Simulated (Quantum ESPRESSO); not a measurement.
Crystal: Pd.

```
CELL_PARAMETERS angstrom
0.00000 1.94650 1.94650
1.94650 0.00000 1.94650
1.94650 1.94650 0.00000
ATOMIC_POSITIONS crystal
Pd 0.00000 0.00000 0.00000
```

* Program: Quantum ESPRESSO 7.5
* Task: phonons and electron-phonon coupling
* Functional: PBEsol
* Potentials or basis: GBRV 1.5 PBEsol
* Cutoff: 612 eV
* Density cutoff: 4898 eV
* k mesh: 12 × 12 × 12
* Occupations: methfessel-paxton, width 0.272 eV
* Spin: no spin polarisation
* Mixing beta: 0.5
* Most SCF iterations: 120
* SCF threshold: 2e-10 Ry
* q mesh: 4 × 4 × 4

The cell and the atoms were relaxed first, to 14.57 Å³/atom (a = 2.741 Å, b = 2.741 Å, c = 2.741 Å, α = 60.00°, β = 60.00°, γ = 60.00°), and the response was taken there.

Levels for the coupling come from a 36 × 36 × 36 mesh; ten broadenings of the double delta from 0.07 to 0.68 eV; Tc from the McMillan formula in the Allen-Dynes form.

How strong is the electron-phonon coupling, and what superconducting temperature follows?

Over broadenings from 0.27 to 0.54 eV, λ lies between 0.24 and 0.28 and ω_log near 175 K, which gives Tc from 0.0 to 0.0 K at μ* = 0.10 and from 0.0 to 0.0 K at μ* = 0.13.

Electron-phonon coupling by broadening of the double delta (levels on a 36 × 36 × 36 mesh):
| broadening (eV) | λ | N(E_F) (states/eV a spin and cell) | ω_log (K) | Tc, μ* 0.10 (K) | Tc, μ* 0.13 (K) |
| --- | --- | --- | --- | --- | --- |
| 0.07 | 0.39 | 1.318 | 177 | 0.6 | 0.3 |
| 0.14 | 0.34 | 1.186 | 175 | 0.2 | 0.1 |
| 0.20 | 0.30 | 1.065 | 174 | 0.1 | 0.0 |
| 0.27 | 0.28 | 0.962 | 174 | 0.0 | 0.0 |
| 0.34 | 0.27 | 0.876 | 174 | 0.0 | 0.0 |
| 0.41 | 0.25 | 0.806 | 175 | 0.0 | 0.0 |
| 0.48 | 0.25 | 0.749 | 176 | 0.0 | 0.0 |
| 0.54 | 0.24 | 0.701 | 176 | 0.0 | 0.0 |
| 0.61 | 0.23 | 0.662 | 177 | 0.0 | 0.0 |
| 0.68 | 0.23 | 0.629 | 178 | 0.0 | 0.0 |

Eliashberg function at a broadening of 0.27 eV:
| cm⁻¹ | α²F |
| --- | --- |
| 6 | 0.000 |
| 18 | 0.000 |
| 30 | 0.004 |
| 42 | 0.011 |
| 55 | 0.018 |
| 67 | 0.031 |
| 79 | 0.046 |
| 91 | 0.067 |
| 103 | 0.096 |
| 115 | 0.153 |
| 127 | 0.182 |
| 140 | 0.193 |
| 152 | 0.150 |
| 164 | 0.107 |
| 176 | 0.097 |
| 188 | 0.047 |
| 200 | 0.042 |
| 212 | 0.160 |
| 225 | 0.062 |
| 237 | 0.002 |

Phonon frequencies at the corners of the path (cm⁻¹, interpolated; i marks imaginary ones):
```csv
point,frequencies
Γ,0 0 0
X,165 165 232
W,149 196 196
K,147 184 210
L,117 117 239
U,147 184 210
```

The smallest broadenings aren't converged on these meshes, and μ* is assumed, not computed; spin fluctuations are left out.

Caveat: λ from interpolated matrix elements is rough: modes that symmetry makes equal can differ by tens of percent.
